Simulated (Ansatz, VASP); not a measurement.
**One calculation of SnTe, two programs**

INCAR

```
PREC = Accurate
ENCUT = 520
EDIFF = 1E-7
ISMEAR = -1
SIGMA = 0.05
LREAL = F
LASPH = T
NELM = 100
ALGO = Normal
ISIF = 2
LWAVE = F
LCHARG = F
GGA = PE
NBANDS = 17
```

File KPOINTS:

```
Automatic mesh
0
Gamma
  7 7 7
```

File POSCAR:

```
SnTe
1.0
    0.0000000000      3.1082657258      3.1082657258
    3.1082657258      0.0000000000      3.1082657258
    3.1082657258      3.1082657258      0.0000000000
Te Sn
1 1
Direct
    0.5000000000      0.5000000000      0.5000000000
    0.0000000000      0.0000000000      0.0000000000
```

input.yaml

```yaml
crystal:
  lattice:
    - [0.0, 3.1082657258, 3.1082657258]
    - [3.1082657258, 0.0, 3.1082657258]
    - [3.1082657258, 3.1082657258, 0.0]
  atoms:
    - { symbol: Te, position: [0.5, 0.5, 0.5] }
    - { symbol: Sn, position: [0.0, 0.0, 0.0] }
hamiltonian:
  xc: pbe
  pseudopotentials: { kind: paw }
kpoints:
  mp_grid: { grid: [7, 7, 7] }
scf:
  occupations: { method: fermi_dirac, width: 0.05 }
output:
  forces: true
  stress: true
  eigenvalues: true
  write_density: true
  write_potential: true
  elf: true
  volumetric_format: npy
```

Change from the starting cell: volume scaled by 0.96.

Alike in both runs: task single point; functional PBE; k mesh 7 × 7 × 7; occupations fermi-dirac, width 0.05 eV; no spin polarisation.

```csv
,VASP,Ansatz
version,VASP 6.6.1,Ansatz 0.2.0
potentials or method,"VASP PAW PBE potentials, release 64 (Te, Sn_d)",Ansatz PAW
plane-wave cutoff (eV),520,420
valence electrons in the cell,20,30
```

|  | VASP | Ansatz | Ansatz less VASP |
| --- | --- | --- | --- |
| gap on the k mesh at the Fermi level (eV) | 0.64 | 0.64 | +0.003 |
| least direct gap on the mesh (eV) | 0.64 | 0.64 | +0.003 |
| pressure (GPa) | 4.4 | 4.4 | +0.02 |

With one functional, cell and mesh, what is left measures potentials, basis and numerics. The two sets of potentials don't hold the same shells in valence.

The runs have no spin-orbit coupling, so splittings on Te are missing.
